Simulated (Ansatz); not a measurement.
Zinc-blende ZnTe, treated with PBEsol-D3(BJ) (Ansatz, an electronic-structure program, plane waves, PAW).

Numerical settings: plane-wave cutoff 520 eV, 10×10×10 k mesh, Fermi–Dirac smearing 0.01 eV, scalar-relativistic PAW data made under PBE.

The cell is scaled about its equilibrium volume:

```csv
V (Å³/atom),P (GPa),direct gap at Γ (eV)
25.273,3.98,1.731
25.811,2.50,1.622
26.348,1.18,1.518
26.886,0.00,1.418
27.424,-1.05,1.321
27.961,-1.99,1.229
28.499,-2.83,1.140
```

A straight line through the gaps at Γ against ln V gives a volume deformation potential dE_g(Γ)/d ln V of -4.9 eV: the gap at Γ widens under compression.

Measured, for comparison: band gap 2.43 eV (zero-point renormalisation of 40 meV (experimental, the table's column) added back here, direct; inputs from Miglio et al. (2020), arXiv:2011.12765).

Spin–orbit coupling is not included; with these elements it can move the gap by several tenths of an eV or more.
